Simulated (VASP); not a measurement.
# MgS (F-43m) in VASP: a series of runs

Runs on MgS. Level: LDA. Tasks: relaxation of cell and atoms, electrostatic potential.

All numbers are computed with VASP 6.6.1; they aren't measurements. Logs are shortened: lines on timing, memory, paths and dates and some standing lists are left out, and cuts for length are marked.

## Step 1: The crystal as given

Symmetry: F-43m, No. 216, cubic system. Conventional cell: a = 5.660 Å, b = 5.660 Å, c = 5.660 Å, α = 90.00°, β = 90.00°, γ = 90.00°. Around Mg (site symmetry -43m) lie 4 S at 2.45 Å. S (site symmetry -43m) has 4 Mg at 2.45 Å as nearest neighbours.

The cell was built by a generator and needn't be a form met in nature.

## Step 2: Relaxation of cell and atoms, LDA

INCAR reads:

```
PREC = Accurate
ENCUT = 600
EDIFF = 1E-7
ISMEAR = 0
SIGMA = 0.02
LREAL = F
LASPH = T
NELM = 120
ALGO = Normal
ISIF = 3
LWAVE = F
LCHARG = F
GGA = CA
IBRION = 2
NSW = 40
EDIFFG = -0.005
```

KPOINTS reads:

```
regular mesh
0
Gamma
  8 8 8
```

POSCAR reads:

```
MgS
1.0
    0.0000000000      2.8300000000      2.8300000000
    2.8300000000      0.0000000000      2.8300000000
    2.8300000000      2.8300000000      0.0000000000
Mg S
1 1
Direct
    0.0000000000      0.0000000000      0.0000000000
    0.2500000000      0.2500000000      0.2500000000
```

Potentials or basis: VASP PAW LDA potentials, release 64 (Mg, S).

Run with:

```console
> cat potpaw_LDA.64/Mg/POTCAR potpaw_LDA.64/S/POTCAR > POTCAR
> mpirun -np 1 vasp_std > vasp.out
```

OUTCAR:

```text
PREC = Accurate
   ENCUT = 600
   EDIFF = 1E-7
   ISMEAR = 0
   LREAL = F
   LASPH = T
   NELM = 120
   ISIF = 3
   GGA = CA
   IBRION = 2
   NSW = 40
   EDIFFG = -0.005

 ion  position               nearest neighbor table
   1  0.000  0.000  0.000-   2 2.45   2 2.45   2 2.45   2 2.45
   2  0.250  0.250  0.250-   1 2.45   1 2.45   1 2.45   1 2.45

  LATTYP: Found a face centered cubic cell.
 ALAT       =     5.6600000000

  Lattice vectors:

 A1 = (   0.0000000000,   2.8300000000,   2.8300000000)
 A2 = (   2.8300000000,   0.0000000000,   2.8300000000)
 A3 = (   2.8300000000,   2.8300000000,   0.0000000000)

Analysis of symmetry for initial positions (statically):
=====================================================================
 Subroutine PRICEL returns:
 Original cell was already a primitive cell.

 Routine SETGRP: Setting up the symmetry group for a
 face centered cubic supercell.

 Subroutine GETGRP returns: Found 24 space group operations
 (whereof 24 operations were pure point group operations)
 out of a pool of 48 trial point group operations.

The static configuration has the point symmetry T_d .

Analysis of symmetry for dynamics (positions and initial velocities):
=====================================================================
 Subroutine PRICEL returns:
 Original cell was already a primitive cell.

 Routine SETGRP: Setting up the symmetry group for a
 face centered cubic supercell.

 Subroutine GETGRP returns: Found 24 space group operations
 (whereof 24 operations were pure point group operations)
 out of a pool of 48 trial point group operations.

The dynamic configuration has the point symmetry T_d .

 Subroutine INISYM returns: Found 24 space group operations
 (whereof 24 operations are pure point group operations),
 and found     1 'primitive' translations

----------------------------------------------------------------------------------------

                                     Primitive cell

  volume of cell :      45.3304

  direct lattice vectors                    reciprocal lattice vectors
     0.000000000  2.830000000  2.830000000    -0.176678445  0.176678445  0.176678445
     2.830000000  0.000000000  2.830000000     0.176678445 -0.176678445  0.176678445
     2.830000000  2.830000000  0.000000000     0.176678445  0.176678445 -0.176678445

  length of vectors
     4.002224382  4.002224382  4.002224382     0.306016044  0.306016044  0.306016044

  position of ions in fractional coordinates (direct lattice)
     0.000000000  0.000000000  0.000000000
     0.250000000  0.250000000  0.250000000

  ion indices of the primitive-cell ions
   primitive index   ion index
                 1           1
                 2           2

----------------------------------------------------------------------------------------

 KPOINTS: regular mesh

Automatic generation of k-mesh.
 Grid dimensions read from file:
 generate k-points for:    8    8    8

 Generating k-lattice:

  Cartesian coordinates                     Fractional coordinates (reciprocal lattice)
    -0.022084806  0.022084806  0.022084806     0.125000000  0.000000000  0.000000000
     0.022084806 -0.022084806  0.022084806     0.000000000  0.125000000  0.000000000
     0.022084806  0.022084806 -0.022084806     0.000000000  0.000000000  0.125000000

  Length of vectors
     0.038252005  0.038252005  0.038252005

  Shift w.r.t. Gamma in fractional coordinates (k-lattice)
     0.000000000  0.000000000  0.000000000

 Subroutine IBZKPT returns following result:
 ===========================================

 Found     29 irreducible k-points:

 Following reciprocal coordinates:
            Coordinates               Weight
  0.000000  0.000000  0.000000      1.000000
  0.125000  0.000000  0.000000      8.000000
  0.250000  0.000000  0.000000      8.000000
  0.375000  0.000000  0.000000      8.000000
  0.500000  0.000000  0.000000      4.000000
  0.125000  0.125000  0.000000      6.000000
[... 16 lines left out ...]
  0.500000  0.250000  0.125000     48.000000
 -0.375000  0.250000  0.125000     24.000000
 [... further k-points ...]
   k-points           NKPTS =     29   k-points in BZ     NKDIM =     29   number of bands    NBANDS=      8
   number of dos      NEDOS =    301   number of ions     NIONS =      2
   total plane-waves  NPLWV =  32768
   dimension x,y,z NGX =    32 NGY =   32 NGZ =   32
   dimension x,y,z NGXF=    64 NGYF=   64 NGZF=   64
   ions per type =               1   1
   NGX,Y,Z   is equivalent  to a cutoff of  13.29, 13.29, 13.29 a.u.
   NGXF,Y,Z  is equivalent  to a cutoff of  26.58, 26.58, 26.58 a.u.
 SYSTEM =  unknown system
   PREC   = accura    normal or accurate (medium, high low for compatibility)
   ISTART =      0    job   : 0-new  1-cont  2-samecut
   ICHARG =      2    charge: 1-file 2-atom 10-const
   ISPIN  =      1    spin polarized calculation?
   LNONCOLLINEAR =      F non collinear calculations
   LSORBIT =      F    spin-orbit coupling
   LASPH  =      T    aspherical Exc in radial PAW
   ENCUT  =  600.0 eV  44.10 Ry    6.64 a.u.   7.99  7.99  7.99*2*pi/ulx,y,z
   NELM   =    120;   NELMIN=  2; NELMDL= -5     # of ELM steps
   EDIFF  = 0.1E-06   stopping-criterion for ELM
   LREAL  =      F    real-space projection
   EDIFFG = -.5E-02   stopping-criterion for IOM
   NSW    =     40    number of steps for IOM
   IBRION =      2    ionic relax: 0-MD 1-quasi-New 2-CG
   NFREE  =      1    steps in history (QN), initial steepest desc. (CG)
   ISIF   =      3    stress and relaxation
   ISYM   =      2    0-nonsym 1-usesym 2-fastsym
   POTIM  = 0.5000    time-step for ionic-motion
   TEBEG  =    0.0;   TEEND  =   0.0 temperature during run
   PSTRESS=    0.0 pullay stress
   NELECT =       8.0000    total number of electrons
   NUPDOWN=      -1.0000    fix difference up-down
   EMIN   =  10.00;   EMAX   =-10.00  energy-range for DOS
   EFERMI =   0.00;   METHOD = LEGACY
   ISMEAR =     0;   SIGMA  =   0.02  broadening in eV -4-tet -1-fermi 0-gaus
   EFERMI_NEDOS =   21; number of points for ismear=-14 and -15
   IALGO  =     38    algorithm
   IMIX   =      4    mixing-type and parameters
     AMIX     =   0.40;   BMIX     =  1.00
     AMIX_MAG =   1.60;   BMIX_MAG =  1.00
  volume/ion in A,a.u.               =      22.67       152.95
  Fermi-wavevector in a.u.,A,eV,Ry     =   0.918280  1.735297 11.472948  0.843238
  Thomas-Fermi vector in A             =   2.043344
   LORBIT       =      0    0 simple, 1 ext, 2 COOP (PROOUT), +10 PAW based schemes
   GGA     = CA    functional components
   LHFCALC =     F    Hartree Fock is set to
   AEXX    =    0.0000 exact exchange contribution
   IVDW    =     0    specifies the selected vdW correction
   LEPSILON=     F    determine dielectric tensor
   LRPA    =     F    only Hartree local field effects (RPA)
 conjugate gradient relaxation of ions
 non-spin polarized calculation
 Gauss-broadening in eV      SIGMA  =   0.02
  energy-cutoff  :      600.00
  volume of cell :       45.33
 maximum number of plane-waves:      1540
   NGX = 15   NGY = 15   NGZ = 15

--------------------------------------- Ionic step        1  -------------------------------------------

 number of electron       8.0000000 magnetization

 Free energy of the ion-electron system (eV)
  ---------------------------------------------------
  ext. energy  EPLUGINS =         0.00000000
  ---------------------------------------------------
  free energy    TOTEN  =        -9.38070936 eV

  energy without entropy =       -9.38070936  energy(sigma->0) =       -9.38070936

------------------------ aborting loop because EDIFF is reached ----------------------------------------

  FORCE on cell =-STRESS in cart. coord.  units (eV):
  Direction    XX          YY          ZZ          XY          YZ          ZX
  --------------------------------------------------------------------------------------
  -------------------------------------------------------------------------------------
  Total       -0.6592428     -0.6592428     -0.6592428      0.0000000      0.0000000      0.0000000
  in kB      -23.3005753    -23.3005753    -23.3005753      0.0000000      0.0000000      0.0000000
  external PRESSURE =     -23.3005753 kB  Pullay stress =       0.0000000 kB
[... 57 lines left out ...]
  energy  without entropy=       -9.3936501720  energy(sigma->0) =       -9.39365017

--------------------------------------- Ionic step        3  -------------------------------------------

 number of electron       7.9999999 magnetization

 Free energy of the ion-electron system (eV)
  ---------------------------------------------------
  ext. energy  EPLUGINS =         0.00000000
  ---------------------------------------------------
  free energy    TOTEN  =        -9.39416929 eV

  energy without entropy =       -9.39416929  energy(sigma->0) =       -9.39416929

 E-fermi :   1.3043     XC(G=0):  -8.9194

 val. band max:        1.1601125523   @ k =   0.0000   0.0000   0.0000
 cond. band min:       4.5630584888   @ k =   0.0000   0.0000   0.0000
 fundamental gap:      3.4029459365
 Fermi energy:         1.3042547587

 k-point     1 :       0.0000    0.0000    0.0000
  band No.  band energies     occupation
      1     -10.2192      2.00000
      2       1.1601      2.00000
      3       1.1601      2.00000
      4       1.1601      2.00000
      5       4.5631      0.00000
      6       9.0324      0.00000
      7       9.0324      0.00000
      8       9.0324      0.00000
[... 243 lines left out ...]
 k-point    24 :      -0.3750    0.2500    0.1250
  band No.  band energies     occupation
      1      -9.3277      2.00000
      2      -1.8177      2.00000
      3      -0.2385      2.00000
      4       0.4622      2.00000
      5       7.0734      0.00000
      6       7.5780      0.00000
      7       9.9316      0.00000
      8       9.9515      0.00000

 [... further k-points ...]
[... 5 lines left out ...]
  --------------------------------------------------------------------------------------
  -------------------------------------------------------------------------------------
  Total        0.0001983      0.0001983      0.0001983      0.0000000      0.0000000      0.0000000
  in kB        0.0072985      0.0072985      0.0072985      0.0000000      0.0000000      0.0000000
  external PRESSURE =       0.0072985 kB  Pullay stress =       0.0000000 kB
[... 17 lines left out ...]
  FREE ENERGIE OF THE ION-ELECTRON SYSTEM (eV)
  ---------------------------------------------------
  free  energy   TOTEN  =        -9.3941692853 eV

  energy  without entropy=       -9.3941692853  energy(sigma->0) =       -9.39416929

 reached required accuracy - stopping structural energy minimisation
```

It took 13 s on 1 thread of AMD EPYC 9R14 (Zen 4), shared host; peak memory 0.14 GiB.

Results:

```yaml
Free_energy: -9.3942 eV
Relaxed_volume: 21.77 Å³/atom
Relaxed_cell: a = 3.949 Å, b = 3.949 Å, c = 3.949 Å, α = 60.00°, β = 60.00°, γ = 60.00°
Space_group_after_relaxing_to_0.05_Å: F-43m (No. 216)
Energy_gained_by_relaxing: 6.7 meV/atom
Ionic_steps: 3
Pressure_after_relaxing: 0.0 GPa
Band_gap_on_the_k_mesh: 3.40 eV, direct
```

Step by step:
| step | energy change (eV) | largest force (eV/Å) | pressure (GPa) | volume (Å³) |
| --- | --- | --- | --- | --- |
| 1 | 0.0000 | 0.0000 | -2.33 | 45.33 |
| 2 | -0.0129 | 0.0000 | 0.50 | 43.20 |
| 3 | -0.0135 | 0.0000 | 0.00 | 43.54 |

Final structure:
```yaml
crystal:
  lattice:
    - [0.00000, 2.79220, 2.79220]
    - [2.79220, 0.00000, 2.79220]
    - [2.79220, 2.79220, 0.00000]
  atoms:
    - { symbol: Mg, position: [0.00000, 0.00000, 0.00000] }
    - { symbol: S, position: [0.25000, 0.25000, 0.25000] }
```

## Step 3: Electrostatic potential, LDA

This run uses another cell than the first one, of 21.77 Å³/atom, 0.960 times its volume.

INCAR reads:

```
SYSTEM = MgS
PREC = Accurate
ENCUT = 520
EDIFF = 1E-7
ISMEAR = 0
SIGMA = 0.02
LREAL = .False.
LASPH = .True.
NELM = 80
ALGO = Normal
ISIF = 2
LWAVE = .False.
LCHARG = .True.
GGA = CA
LVHAR = .True.
```

KPOINTS reads:

```
regular mesh
0
Gamma
  8 8 8
  0 0 0
```

POSCAR reads:

```
MgS                                     
1.0
    0.0000000000      2.7922022812      2.7922022812
    2.7922022812      0.0000000000      2.7922022812
    2.7922022812      2.7922022812      0.0000000000
  Mg              S             
     1     1
Direct
     0.0000000000000000    0.0000000000000000    0.0000000000000000
     0.2500000000000000    0.2500000000000000    0.2500000000000000
```

Potentials or basis: VASP PAW LDA potentials, release 64 (Mg, S).

Run with:

```console
> cat potpaw_LDA.64/Mg/POTCAR potpaw_LDA.64/S/POTCAR > POTCAR
> mpirun -np 1 vasp_std > vasp.out
```

It took 6.3 s on 1 thread of AMD EPYC 9R14 (Zen 4), shared host; peak memory 0.12 GiB.

It converged, with:

| Property | Result |
| --- | --- |
| Free energy | -9.3938 eV |
| Pressure | 0.0 GPa |
| Band gap on the k mesh | 3.40 eV, direct |

Levels at points of the mesh, in eV from the valence-band top:
| k point | band 1 | band 2 | band 3 | band 4 | band 5 | band 6 | band 7 | band 8 |
| --- | --- | --- | --- | --- | --- | --- | --- | --- |
| (0.00, 0.00, 0.00) | -11.38 | 0.00 | 0.00 | 0.00 | 3.40 | 7.87 | 7.87 | 7.87 |
| (0.50, 0.00, 0.00) | -10.61 | -3.36 | -0.35 | -0.35 | 5.02 | 7.52 | 7.52 | 8.57 |
| (0.50, 0.50, 0.00) | -10.36 | -3.00 | -1.11 | -1.11 | 3.62 | 5.48 | 11.29 | 12.34 |

A k mesh can miss the band edges.
